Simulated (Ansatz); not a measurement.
# CuCl: LAPW beside PAW, part 2 of 2

Does the method matter for CuCl? The same cell, functional and mesh are run with full-potential LAPW, frozen-core PAW and datasets made for this crystal.

Ansatz 0.2.0; DFT LDA; a database cell (COD). «Crystal datasets» are all-electron PAW datasets made for this crystal. Earlier steps stand in the parts before.

### 4 Datasets made for this crystal

The input, input.yaml:

```yaml
crystal:
  lattice:
    - [0.0, 2.7101, 2.7101]
    - [2.7101, 0.0, 2.7101]
    - [2.7101, 2.7101, 0.0]
  atoms:
    - { symbol: Cu, position: [0.0, 0.0, 0.0] }
    - { symbol: Cl, position: [0.75, 0.75, 0.75] }
kpoints:
  mp_grid: { grid: [11, 11, 11] }
  band_path:
    path:
      - [0.0, 0.0, 0.0]
      - [-0.5, -0.5, 0.0]
      - [-0.375, -0.375, 0.25]
      - [-0.375, 0.0, 0.375]
      - [0.0, 0.0, 0.0]
      - [0.0, 0.0, 0.5]
      - [-0.5, -0.25, 0.25]
      - [-0.5, -0.5, 0.0]
    npoints: 8
scf:
  occupations: { method: fermi_dirac, width: 0.03 }
hamiltonian:
  xc: lda
  pseudopotentials: { kind: all_electron, datasets: crystal }
output:
  forces: true
  stress: true
  eigenvalues: true
  efg: { contact_densities: true }
```

Launch:

```bash
ansatz run input.yaml --threads 1 --pin off --max-ram 3072MiB --backend cpu --events-out ev --progress --plain --runs-dir out
```

The program printed:

```text
hamiltonian.pseudopotentials.datasets: crystal makes datasets for this crystal and solves the spheres of its atoms anew in each pass: cutoff 300.0 eV, the density's 1200.0 eV; for an error of 0.50 meV an atom under PBE, 1.0 meV for the cell; an energy difference from a run of another recipe may be off by several times the error for the cell, under r2SCAN by more, where some 0.1 meV an atom stays at smaller errors; Cl in spheres of 1.090 Å, 7 of its electrons in bands; Cu in spheres of 1.249 Å, 11 of its electrons in bands, 8 on its site; only band paths and densities of states list, in semicore columns, the levels of the semicore shells that are solved separately: 3s of Cu, 3p of Cu
Engine: ansatz 0.2.0
Pseudopotentials: kind: all_electron
Pseudopotential: Cu, paw, valence charge 19, recommended cutoff 300 eV (normal), Koelling and Harmon's equation, gaussian nucleus
Pseudopotential: Cl, paw, valence charge 7, recommended cutoff 300 eV (normal), Koelling and Harmon's equation, gaussian nucleus
Functional definition: SPW92
  exchange = slater_x
  correlation = pw_c
Crystal: 2 atoms, lattice volume = 39.809 Å³
Basis set: ecut = 300 eV, 459 PW (Γ)
Bands: 13, of which v1, the nominal top of the filled ones, is band 9 counted from 1 (8 counted from 0)
Symmetry: 24 space group operations
Space group: F-43m (ITA 216), of the structure as read, at distance tolerance 3.4e-5 Å
k-points: 56 of 1331 (time reversal used)
Non-local potential: Cu, projectors of the file, l = 0: 1, l = 1: 1, l = 2: 2
Non-local potential: Cl, projectors of the file, l = 0: 1, l = 1: 1, l = 2: 2
PAW form: soft (Blöchl's): semilocal exchange-correlation on the pseudo side does not see the compensation charge
PAW one-centre angular grid: Cu, 590 points (default); XC on its mesh's 1893 points in the sphere
PAW one-centre angular grid: Cl, 110 points (default); XC on its mesh's 1903 points in the sphere
Initial density: superposition of atomic densities (neutral atoms: chi_scale 0, normalization atom)
Initial wavefunctions: pseudopotential atomic-orbital guess
Functional: x = slater, c = lda
iter 1 solved again at ethr=5.73e-3 eV; its pass at ethr=1.00e-1 eV (dr2=1.03e0 eV) is discarded
SCF iter   1: F=—  HF=-57488.551453 eV  |F-HF|=—  |Δ(HF+E_count)|=         —  Δρ=4.74e-2  dr2=9.42e-1  ethr=5.73e-3  ⟨swp⟩=2.9  Hψ=4187  notcnv=0
preconditioner: auto → none  [insulator: Δε(μ)=0.138 eV  Ē_g=9.838 eV  σ=0.030 eV  W_gap=0.81  n_scr=14 (ndim 8)  ℏωp=25.0 eV  f_vac=0.009  D(μ)=0.10/eV (n_scr^D=0)  ε∞_Penn≈7.4]
SCF iter   2: F=—  HF=-57488.666389 eV  |F-HF|=—  |Δ(HF+E_count)|=   1.15e-1  Δρ=4.24e-2  dr2=7.01e-1  ethr=5.23e-3  ⟨swp⟩=3.5  Hψ=2129  notcnv=0
iter 3 solved again at ethr=1.21e-4 eV; its pass at ethr=3.90e-3 eV (dr2=2.18e-2 eV) is discarded
SCF iter   3: F=—  HF=-57488.304409 eV  |F-HF|=—  |Δ(HF+E_count)|=   3.62e-1  Δρ=9.11e-3  dr2=2.21e-2  ethr=1.21e-4  ⟨swp⟩=2.4  Hψ=3684  notcnv=0  defer=1
SCF iter   4: F=—  HF=-57488.296002 eV  |F-HF|=—  |Δ(HF+E_count)|=   8.41e-3  Δρ=1.62e-3  dr2=1.44e-3  ethr=1.21e-4  ⟨swp⟩=2.6  Hψ=1497  notcnv=0  defer=1
SCF iter   5: F=—  HF=-57488.296887 eV  |F-HF|=—  |Δ(HF+E_count)|=   8.85e-4  Δρ=4.67e-4  dr2=4.14e-5  ethr=7.99e-6  ⟨swp⟩=3.1  Hψ=1671  notcnv=0  defer=1
SCF iter   6: F=—  HF=-57488.296906 eV  |F-HF|=—  |Δ(HF+E_count)|=   1.90e-5  Δρ=2.96e-4  dr2=2.12e-5  ethr=2.30e-7  ⟨swp⟩=3.0  Hψ=1722  notcnv=0  defer=1
SCF iter   7: F=—  HF=-57488.296911 eV  |F-HF|=—  |Δ(HF+E_count)|=   4.84e-6  Δρ=4.22e-5  dr2=7.77e-7  ethr=1.18e-7  ⟨swp⟩=3.0  Hψ=1565  notcnv=0  defer=1
SCF iter   8: F=-57488.296910 eV  HF=-57488.296910 eV  |F-HF|=7.14e-9  |Δ(HF+E_count)|=   2.08e-7  Δρ=3.67e-6  dr2=5.00e-9  ethr=4.32e-9  ⟨swp⟩=3.0  Hψ=1573  notcnv=0  defer=1
SCF 1 converged in 8 iterations: F = -57488.296911 eV  dr2 = 5.00e-9
  Residual-converged pass: ⟨swp⟩=4.0  Hψ=2089  notcnv=0  max |occ|·‖R‖ = 5.0e-6 eV (tolerance 5.3e-6 eV)  dr2=5.32e-9  dr2_onsite=6.04e-9  max |Δocc| = 5.1e-12
NSCF: frozen V_eff on 57 k-points
SCF converged after 8 iterations
Free energy (F): -57488.296911 eV
Harris-Foulkes:  -57488.296911 eV  (|F-HF|=7.14e-9)
Internal energy: -57488.296908 eV  (E = F + TS)
E sigma→0 (E₀):  -57488.296909 eV
Entropy (-TS):   -0.000003 eV (-0.002 meV/atom)
Past the cutoff: the bands carry plane waves up to 1.75 times it, of which those up to 1.5 times it add -0.000260 eV an atom, each by itself; the spheres take 0.000325 eV an atom off the energy for waves past 1.75 times it
By the cutoff:   a pressure is off by up to 0.007 GPa (1.2 times the spheres' own share and the shells' term, over an atom's volume, and 0.004 GPa: a bound that held against runs at twice the plane waves)
Past the cutoffs: a stress includes 0.0008 GPa for waves and charges beyond them, in addition to the slope of what the spheres take
In the spheres:  the bands' charges fall short by 2.8e-6 e at most (sound up to 1e-3), those of shells solved beside the bands by 4.4e-8 e (sound up to 5e-4)
Fermi energy:    7.429031 eV
--- Per-component energies (eV) ---
  The terms above E_closure are by the made datasets' own strengths, without shells solved beside the bands.
--- Forces (eV/Å), atoms counted from 1 ---
  atom   1  Cu     0.00000000    -0.00000000     0.00000000
  atom   2  Cl     0.00000000     0.00000000     0.00000000
  max |Σ_I F_I| component: 1.57e-16 eV/Å
--- Stress (GPa, compression-positive) ---
       -6.569990      -0.000000      -0.000000
       -0.000000      -6.569990       0.000000
       -0.000000       0.000000      -6.569990
  P = ⅓ Tr σ = -6.5700 GPa (-65.700 kbar)
  It holds what live shells' own plane waves past their cutoff add
--- PAW observables at the nuclei: V_zz in 10²¹ V/m², potentials from the cell's mean, atoms counted from 1 ---
  atom   1  Cu V_zz =    +0.000000   η = 0.0000   by run symmetry: forbidden
            electrostatic potential = -3750.560648 V   contact ρ = 146823.568561 e/Å³
  atom   2  Cl V_zz =    +0.000000   η = 0.0000   by run symmetry: forbidden
            electrostatic potential = -1771.288373 V   contact ρ = 23929.673862 e/Å³
--- Band table (eV; the first three rows and the last of 56) ---
  k-point 0: bands = ["-9.6009", "2.3771", "2.3771", "2.3771", "5.6680", "5.6680", "7.2002", "7.2002", "7.2002", "7.5899", "13.7947"]
  k-point 1: bands = ["-9.5670", "2.2062", "2.3801", "2.3801", "5.6625", "5.6625", "6.9275", "7.1596", "7.1596", "8.0265", "13.5821"]
  k-point 2: bands = ["-9.4740", "1.7913", "2.3872", "2.3872", "5.6550", "5.6550", "6.5793", "7.0494", "7.0494", "8.7499", "13.2207"]
  k-point 55: bands = ["-8.9960", "1.2151", "1.5618", "2.2117", "5.4733", "5.6033", "5.8440", "6.0494", "6.3847", "12.0767", "12.2945"]
```

Run time: 38 s. Hardware: 1 thread of Arm Neoverse N1, shared host; peak memory 0.54 GiB.

Result: pressure -6.57 GPa; gap 0.39 eV, direct at Γ.

```csv
atom,contact density (e/Å³)
Cu1,146823.6
Cl2,23929.67
```

### 5 The methods compared

Highest filled and lowest empty level at the labelled points (eV from each run's valence-band top):

```csv
point,LAPW top,LAPW bottom,PAW top,PAW bottom,crystal datasets top,crystal datasets bottom
Γ,0.00,0.39,0.00,0.38,0.00,0.39
X,-1.14,3.32,-1.14,3.32,-1.14,3.32
U,-0.91,4.10,-0.91,4.10,-0.91,4.10
K,-0.91,4.10,-0.91,4.10,-0.91,4.10
Γ,0.00,0.39,0.00,0.38,0.00,0.39
L,-0.57,2.75,-0.57,2.75,-0.57,2.75
W,-0.82,4.96,-0.82,4.96,-0.82,4.96
X,-1.14,3.32,-1.14,3.32,-1.14,3.32
```

| method | pressure (GPa) | gap (eV) | SCF cycles, all passes |
| --- | --- | --- | --- |
| LAPW | -6.57 | 0.39 | 7 |
| PAW | -6.59 | 0.38 | 7 |
| crystal datasets | -6.57 | 0.39 | 8 |

### 6 Results

What follows sums up all 2 parts.

```
           quantity                                              value
           pressure  LAPW -6.57, PAW -6.59, crystal datasets -6.57 GPa
         gap (LAPW)                               0.39 eV, direct at Γ
Bader charges (PAW)                             Cu1 +0.55, Cl2 -0.55 e
  highest ELF (PAW)                               0.88, 0.67 Å from Cl
```

**Reading.** The pressure of -6.6 GPa pushes the cell to shrink, with the atoms held in place. A gap opens: 0.39 eV, direct at Γ. It is the Kohn-Sham gap of a semilocal functional, which mostly lies below the gap found in experiment. Against the measured gap of CuCl, 3.399 eV (direct; 4.2 K; a printed reference work, data compilation), the calculated 0.39 eV is off by -88.5 %. So large a miss can be the level of theory's own, or it may mean another phase, state or a wrong row. Semilocal functionals fall short of gaps. The calculation has no temperature and no excitons. The top eV of the valence band is mostly Cu 3d (84 % of the projected weight). The projection holds only the free atom's occupied shells (Cu 4s, Cu 3d, Cl 3p in this range). In pressure, PAW differs from LAPW by -0.01 GPa and less than 0.01 eV in the gap. LAPW took about 1.6 times as long as PAW (59 s against 36 s, on a shared host and with the outputs that each input asks for).
